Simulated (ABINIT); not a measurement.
Crystal: GaAs.

```xyz
2
Lattice="0.0000 2.8268 2.8268 2.8268 0.0000 2.8268 2.8268 2.8268 0.0000" Properties=species:S:1:pos:R:3 pbc="T T T"
As    4.2403    4.2403    4.2403
Ga    0.0000    0.0000    0.0000
```

Base run:

```yaml
Program: ABINIT 10.8.3 (patched build)
Functional: HLE16
Potentials_or_basis: JTH PAW PBE v2.0
Cutoff: 463 eV
k_mesh: 8 × 8 × 8
Occupations: fermi-dirac, width 0.05 eV
Spin: no spin polarisation
```

Its results: band gap on the k mesh 0.84 eV, direct; pressure -8.0 GPa.

After a change of settings the same cell gave: band gap on the k mesh 0.76 eV, direct; pressure -9.0 GPa. Which change was it?
A. functional from HLE16 to rPW86PBE
B. potentials or basis from JTH PAW PBE v2.0 to JTH PAW PBE v2.0 sp; valence electrons from 28 to 18
C. functional from HLE16 to LDA; potentials or basis from JTH PAW PBE v2.0 to PseudoDojo NC SR LDA v0.4.1 standard; cutoff from 463 eV to 1088 eV
D. functional from HLE16 to PBEsol; k mesh from 8 × 8 × 8 to 6 × 6 × 6

B.

Caveats: the potentials were made for a functional far from this one; the potentials were made for another functional, which shifts forces and pressure; this set keeps more shells in the core, which shifts pressures and gaps (some runs).
